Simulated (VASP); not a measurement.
# GaAs (F-43m) in VASP: single point with r2SCAN

Aim: the single point of GaAs with r2SCAN.

Program: VASP 6.6.1. These are calculated values, not measurements. Logs are shortened: lines on timing, memory, paths and dates and some standing lists are left out, and cuts for length are marked.

## 1. The structure

Symmetry: F-43m, No. 216, cubic system. Conventional cell: a = 5.782 Å, b = 5.782 Å, c = 5.782 Å, α = 90.00°, β = 90.00°, γ = 90.00°. Around Ga (site symmetry -43m) lie 4 As at 2.50 Å. As (site symmetry -43m) has 4 Ga at 2.50 Å as nearest neighbours.

The cell was built by a generator and isn't the measured one.

## 2. Single point, r2SCAN, non-collinear spin, zero start, spin-orbit coupling

INCAR

```
ALGO     = Normal         # electronic algorithm
EDIFF    = 1E-7           # SCF threshold, eV
ENCUT    = 520            # plane-wave cutoff, eV
GGA_COMPAT= False        
ISIF     = 2              # what is computed and relaxed
ISMEAR   = 0              # smearing method
LASPH    = True           # aspherical terms in the spheres
LCHARG   = True           # write CHGCAR
LMIXTAU  = True         
LORBIT   = 11             # projections on sites
LREAL    = False          # projectors in reciprocal space
LSORBIT  = True           # spin-orbit coupling
LVHAR    = True         
LWAVE    = False          # write WAVECAR
MAGMOM   = 0 0 0 0 0 0    # initial moments
METAGGA  = R2SCAN         # meta-GGA
NBANDS   = 30             # bands
NELM     = 80             # most SCF steps
PREC     = Accurate       # precision mode
SIGMA    = 0.02           # smearing width, eV
```

KPOINTS

```
k-points
0
Gamma
  8 8 8
```

POSCAR

```
GaAs
1.0
    0.0000000000      2.8909699827      2.8909699827
    2.8909699827      0.0000000000      2.8909699827
    2.8909699827      2.8909699827      0.0000000000
Ga As
1 1
Direct
    0.0000000000      0.0000000000      0.0000000000
    0.2500000000      0.2500000000      0.2500000000
```

Potentials or basis: VASP PAW PBE potentials, release 64 (Ga_d, As).

On the command line:

```bash
> cat potpaw_PBE.64/Ga_d/POTCAR potpaw_PBE.64/As/POTCAR > POTCAR
> mpirun -np 1 vasp_ncl > vasp.out
```

OUTCAR:

```text
EDIFF = 1E-7
   ENCUT = 520
   ISIF = 2
   ISMEAR = 0
   LASPH = True
   LORBIT = 11
   LREAL = False
   LSORBIT = True
   METAGGA = R2SCAN
   NELM = 80
   PREC = Accurate

 ion  position               nearest neighbor table
   1  0.000  0.000  0.000-   2 2.50   2 2.50   2 2.50   2 2.50
   2  0.250  0.250  0.250-   1 2.50   1 2.50   1 2.50   1 2.50

  LATTYP: Found a face centered cubic cell.
 ALAT       =     5.7819399654

  Lattice vectors:

 A1 = (   0.0000000000,   2.8909699827,   2.8909699827)
 A2 = (   2.8909699827,   0.0000000000,   2.8909699827)
 A3 = (   2.8909699827,   2.8909699827,   0.0000000000)

Analysis of symmetry for initial positions (statically):
=====================================================================
 Subroutine PRICEL returns:
 Original cell was already a primitive cell.

 Routine SETGRP: Setting up the symmetry group for a
 face centered cubic supercell.

 Subroutine GETGRP returns: Found 24 space group operations
 (whereof 24 operations were pure point group operations)
 out of a pool of 48 trial point group operations.

The static configuration has the point symmetry T_d .

Analysis of symmetry for dynamics (positions and initial velocities):
=====================================================================
 Subroutine PRICEL returns:
 Original cell was already a primitive cell.

 Routine SETGRP: Setting up the symmetry group for a
 face centered cubic supercell.

 Subroutine GETGRP returns: Found 24 space group operations
 (whereof 24 operations were pure point group operations)
 out of a pool of 48 trial point group operations.

The dynamic configuration has the point symmetry T_d .

Analysis of structural, dynamic, and magnetic symmetry:
=====================================================================
 Subroutine PRICEL returns:
 Original cell was already a primitive cell.

 Routine SETGRP: Setting up the symmetry group for a
 face centered cubic supercell.

 Subroutine GETGRP returns: Found 24 space group operations
 (whereof 24 operations were pure point group operations)
 out of a pool of 48 trial point group operations.

The overall configuration has the point symmetry T_d .

 Subroutine INISYM returns: Found 24 space group operations
 (whereof 24 operations are pure point group operations),
 and found     1 'primitive' translations

----------------------------------------------------------------------------------------

                                     Primitive cell

  volume of cell :      48.3238

  direct lattice vectors                    reciprocal lattice vectors
     0.000000000  2.890969983  2.890969983    -0.172952332  0.172952332  0.172952332
     2.890969983  0.000000000  2.890969983     0.172952332 -0.172952332  0.172952332
     2.890969983  2.890969983  0.000000000     0.172952332  0.172952332 -0.172952332

  length of vectors
     4.088448958  4.088448958  4.088448958     0.299562226  0.299562226  0.299562226

  position of ions in fractional coordinates (direct lattice)
     0.000000000  0.000000000  0.000000000
     0.250000000  0.250000000  0.250000000

  ion indices of the primitive-cell ions
   primitive index   ion index
                 1           1
                 2           2

----------------------------------------------------------------------------------------

 KPOINTS: k-points

Automatic generation of k-mesh.
 Grid dimensions read from file:
 generate k-points for:    8    8    8

 Generating k-lattice:

  Cartesian coordinates                     Fractional coordinates (reciprocal lattice)
[... 77 lines left out ...]
   IALGO  =     38    algorithm
   IMIX   =      4    mixing-type and parameters
     AMIX     =   0.40;   BMIX     =  1.00
     AMIX_MAG =   1.60;   BMIX_MAG =  1.00
  volume/ion in A,a.u.               =      24.16       163.05
  Fermi-wavevector in a.u.,A,eV,Ry     =   1.177910  2.225927 18.877700  1.387472
  Thomas-Fermi vector in A             =   2.314248
   LORBIT       =     11    0 simple, 1 ext, 2 COOP (PROOUT), +10 PAW based schemes
   METAGGA = R2SCAN    functional components
   LHFCALC =     F    Hartree Fock is set to
   AEXX    =    0.0000 exact exchange contribution
   IVDW    =     0    specifies the selected vdW correction
   LEPSILON=     F    determine dielectric tensor
   LRPA    =     F    only Hartree local field effects (RPA)
 Gauss-broadening in eV      SIGMA  =   0.02
  energy-cutoff  :      520.00
  volume of cell :       48.32
 maximum number of plane-waves:      2632
   NGX = 15   NGY = 15   NGZ = 15

 number of electron      18.0000001 magnetization      -0.0000000      0.0000000     -0.0000000

 number of electron      18.0000001 magnetization      -0.0000000     -0.0000000     -0.0000000

 number of electron      18.0000001 magnetization       0.0000000      0.0000000      0.0000000

 number of electron      18.0000001 magnetization      -0.0000000      0.0000000      0.0000000

 Free energy of the ion-electron system (eV)
  ---------------------------------------------------
  ext. energy  EPLUGINS =         0.00000000
  ---------------------------------------------------
  free energy    TOTEN  =       -27.03548313 eV

  energy without entropy =      -27.03548313  energy(sigma->0) =      -27.03548313

 E-fermi :   3.3226     XC(G=0):  -9.9360

 val. band max:        3.1730182928   @ k =   0.0000   0.0000   0.0000
 cond. band min:       3.5333549095   @ k =   0.0000   0.0000   0.0000
 fundamental gap:      0.3603366167
 Fermi energy:         3.3226408283

 k-point     1 :       0.0000    0.0000    0.0000
  band No.  band energies     occupation
      1     -12.3173      1.00000
      2     -12.3173      1.00000
      3     -12.3173      1.00000
      4     -12.3173      1.00000
      5     -11.8855      1.00000
      6     -11.8855      1.00000
[... 781 lines left out ...]
     29      15.4283      0.00000
     30      15.4295      0.00000

 [... further k-points ...]

------------------------ aborting loop because EDIFF is reached ----------------------------------------

  FORCE on cell =-STRESS in cart. coord.  units (eV):
  Direction    XX          YY          ZZ          XY          YZ          ZX
  --------------------------------------------------------------------------------------
  -------------------------------------------------------------------------------------
  Total       -1.1281096     -1.1281096     -1.1281096      0.0000000      0.0000000      0.0000000
  in kB      -37.4025442    -37.4025442    -37.4025442      0.0000000      0.0000000      0.0000000
  external PRESSURE =     -37.4025442 kB  Pullay stress =       0.0000000 kB

 VOLUME and BASIS-vectors are now :
 -----------------------------------------------------------------------------
  energy-cutoff  :      520.00
  volume of cell :       48.32
      direct lattice vectors                 reciprocal lattice vectors
     0.000000000  2.890969983  2.890969983    -0.172952332  0.172952332  0.172952332
     2.890969983  0.000000000  2.890969983     0.172952332 -0.172952332  0.172952332
     2.890969983  2.890969983  0.000000000     0.172952332  0.172952332 -0.172952332

 POSITION                                       TOTAL-FORCE (eV/Angst)
 -----------------------------------------------------------------------------------
      0.00000      0.00000      0.00000         0.000000      0.000000      0.000000
      1.44548      1.44548      1.44548        -0.000000     -0.000000     -0.000000
 -----------------------------------------------------------------------------------
    total drift:                               -0.000002     -0.000002     -0.000002

  FREE ENERGIE OF THE ION-ELECTRON SYSTEM (eV)
  ---------------------------------------------------
  free  energy   TOTEN  =       -27.0354831327 eV

  energy  without entropy=      -27.0354831327  energy(sigma->0) =      -27.03548313

 Spin-Orbit-Coupling matrix elements

 Ion:    1  E_soc:     -0.0110565
 l=   1
     0.0000000    -0.0010437    -0.0010437
    -0.0010437     0.0000000    -0.0010437
    -0.0010437    -0.0010437     0.0000000
 l=   2
     0.0000000    -0.0001591     0.0000000    -0.0001591    -0.0006399
    -0.0001591     0.0000000    -0.0004799    -0.0001591    -0.0001600
     0.0000000    -0.0004799     0.0000000    -0.0004799     0.0000000
    -0.0001591    -0.0001591    -0.0004799     0.0000000    -0.0001600
    -0.0006399    -0.0001600     0.0000000    -0.0001600     0.0000000
 l=   3
     0.0000000     0.0000000     0.0000000     0.0000000     0.0000000     0.0000000     0.0000000
     0.0000000     0.0000000     0.0000000     0.0000000     0.0000000     0.0000000     0.0000000
     0.0000000     0.0000000     0.0000000     0.0000000     0.0000000     0.0000000     0.0000000
     0.0000000     0.0000000     0.0000000     0.0000000     0.0000000     0.0000000     0.0000000
     0.0000000     0.0000000     0.0000000     0.0000000     0.0000000     0.0000000     0.0000000
     0.0000000     0.0000000     0.0000000     0.0000000     0.0000000     0.0000000     0.0000000
     0.0000000     0.0000000     0.0000000     0.0000000     0.0000000     0.0000000     0.0000000

 Ion:    2  E_soc:     -0.0231495
 l=   1
     0.0000000    -0.0038514    -0.0038514
    -0.0038514     0.0000000    -0.0038514
    -0.0038514    -0.0038514     0.0000000
 l=   2
     0.0000000    -0.0000036     0.0000000    -0.0000036    -0.0000033
    -0.0000036     0.0000000    -0.0000025    -0.0000036    -0.0000008
     0.0000000    -0.0000025     0.0000000    -0.0000025     0.0000000
    -0.0000036    -0.0000036    -0.0000025     0.0000000    -0.0000008
    -0.0000033    -0.0000008     0.0000000    -0.0000008     0.0000000
 l=   3
     0.0000000     0.0000000     0.0000000     0.0000000     0.0000000     0.0000000     0.0000000
     0.0000000     0.0000000     0.0000000     0.0000000     0.0000000     0.0000000     0.0000000
     0.0000000     0.0000000     0.0000000     0.0000000     0.0000000     0.0000000     0.0000000
     0.0000000     0.0000000     0.0000000     0.0000000     0.0000000     0.0000000     0.0000000
     0.0000000     0.0000000     0.0000000     0.0000000     0.0000000     0.0000000     0.0000000
     0.0000000     0.0000000     0.0000000     0.0000000     0.0000000     0.0000000     0.0000000
     0.0000000     0.0000000     0.0000000     0.0000000     0.0000000     0.0000000     0.0000000

 total charge

# of ion       s       p       d       tot
------------------------------------------
    1        0.847   0.731   9.987  11.565
    2        1.209   1.590   0.028   2.827
--------------------------------------------------
tot          2.056   2.322  10.015  14.392

 magnetization (x)

# of ion       s       p       d       tot
------------------------------------------
    1        0.000   0.000   0.000   0.000
    2        0.000  -0.000  -0.000  -0.000
--------------------------------------------------
tot          0.000   0.000  -0.000   0.000

 magnetization (y)

# of ion       s       p       d       tot
------------------------------------------
    1       -0.000  -0.000   0.000  -0.000
    2       -0.000   0.000   0.000  -0.000
--------------------------------------------------
tot         -0.000  -0.000   0.000  -0.000

 magnetization (z)

# of ion       s       p       d       tot
------------------------------------------
    1        0.000   0.000   0.000   0.000
    2        0.000  -0.000  -0.000  -0.000
--------------------------------------------------
tot          0.000   0.000  -0.000   0.000
```

Run time: 14 min. Hardware: 1 thread of Intel Xeon Platinum 8488C (Sapphire Rapids), shared host; peak memory 0.39 GiB.

What came out:

```
Free energy                                           : -27.0355 eV
Pressure                                              : -3.7 GPa
Net moment                                            : 0.00 μB per cell
Valence electrons inside the program's atomic spheres : Ga 11.56; As 2.83
```

Moments on the atoms (μB; x, y, z):
```
Ga  0.00 0.00 0.00
As  0.00 0.00 0.00
```

Caveat: the PAW data sets were made with another functional, which shifts forces and pressure a little.
